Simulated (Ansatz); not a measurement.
# A computed series for NaF: pressure series

Base system: NaF in the rock salt structure (space group Fm-3m, No. 225).

```yaml
crystal:
  lattice:
    - [0.00000, 2.35059, 2.35059]
    - [2.35059, 0.00000, 2.35059]
    - [2.35059, 2.35059, 0.00000]
  atoms:
    - { symbol: Na, position: [0.00000, 0.00000, 0.00000] }
    - { symbol: F, position: [0.50000, 0.50000, 0.50000] }
```

Cell and atoms are relaxed at each pressure.

Calculations: PBE in Ansatz (plane waves to 420 eV, PAW, no SOC).

```csv
pressure (GPa),volume per atom (Å³/atom)
-2,13.653
-1,13.297
0,12.988
0.3,12.904
0.7,12.794
1.5,12.590
5,?
7.5,11.454
10,11.108
```

Task: Fit the third-order Birch–Murnaghan form P(V) = (3B₀/2)[(V₀/V)^(7/3) − (V₀/V)^(5/3)]·[1 + (3/4)(B₀′ − 4)((V₀/V)^(2/3) − 1)] (squares taken in P) to the rows shown and predict the withheld row.

Result: Least squares on the printed values gives V₀ = 12.989 Å³/atom, B₀ = 44.9 GPa, B₀′ = 4.5; this predicts 11.862 Å³/atom, and the run gives 11.862 Å³/atom, in agreement.

Measured bulk modulus of NaF: 53.1 GPa (static lattice; corrected from measurement; as listed in Daniel Mejia-Rodriguez, S. B. Trickey, Phys. Rev. B (2018)); the computed value is 15 % below it.

Load acts through the strain it causes; cell and atoms are relaxed under it. Stability against distortions was not tested. Competing high-pressure phases were not computed.

Ansatz is a program for electronic structure.
